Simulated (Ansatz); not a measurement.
## Pb under changes of volume

One of the cells (30.323 Å³/atom); the others are scaled copies at fixed shape and fractional positions:

```
Pb
1.0
     0.00000    2.47502    2.47502
     2.47502    0.00000    2.47502
     2.47502    2.47502    0.00000
Pb
1
Direct
  0.00000 0.00000 0.00000
```

```yaml
Program: Ansatz 0.2.0
Functional: PBE
Potentials_or_basis: Ansatz PAW earlier set
Cutoff: "580 eV (not typed: the program's choice for these potentials)"
k_mesh: 9 × 9 × 9
Occupations: fermi-dirac, width 0.05 eV
Spin: no spin polarisation
```

```csv
volume (Å³/atom),energy over the lowest point (meV/atom),pressure (GPa)
28.503,56.79,6.0
29.110,36.50,4.7
29.716,?,?
30.323,10.47,2.3
30.929,3.68,1.3
31.535,0.34,0.5
32.142,0.00,-0.3
```

**Question.** What does the run at 29.716 Å³/atom give?

**Answer.** Energy over the lowest point 21.24 meV/atom; pressure 3.4 GPa.

Worked out: A Birch-Murnaghan fit of order 3 (a polynomial in V^(-2/3)) to the other rows has its minimum at 31.90 Å³/atom with B0 = V·E''(V) = 39 GPa and B' = 5.7. It gives 21.26 meV/atom at 29.716 Å³/atom, against the run's 21.24, and -dE/dV = 3.4 GPa, against 3.4.

Energies are extrapolated to zero smearing.
